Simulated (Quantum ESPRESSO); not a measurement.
## Rb under changes of volume

One of the cells (88.043 Å³/atom); the others are scaled copies at fixed shape and fractional positions:

```
CELL_PARAMETERS angstrom
-2.80250 2.80250 2.80250
2.80250 -2.80250 2.80250
2.80250 2.80250 -2.80250
ATOMIC_POSITIONS crystal
Rb 0.00000 0.00000 0.00000
```

* Program: Quantum ESPRESSO 7.5
* Functional: PBEsol
* Potentials or basis: PseudoDojo 0.4.1 SR PBEsol standard
* Cutoff: 626 eV
* Density cutoff: 2503 eV
* k mesh: 7 × 7 × 7
* Occupations: fermi-dirac, width 0.05 eV
* Spin: no spin polarisation

```tsv
volume (Å³/atom)	energy over the lowest point (meV/atom)	pressure (GPa)
82.761	1.25	0.1
84.522	0.26	0.1
86.283	0.00	0.0
88.043	0.40	-0.1
89.804	1.39	-0.1
91.565	?	?
93.326	4.95	-0.2
```

Q: What does the run at 91.565 Å³/atom give?

A: Energy over the lowest point 2.93 meV/atom; pressure -0.2 GPa.

Worked out: A Birch-Murnaghan fit of order 3 (a polynomial in V^(-2/3)) to the other rows has its minimum at 86.07 Å³/atom with B0 = V·E''(V) = 3.0 GPa and B' = 3.9. It gives 2.93 meV/atom at 91.565 Å³/atom, against the run's 2.93, and -dE/dV = -0.2 GPa, against -0.2.

Energies are extrapolated to zero smearing.
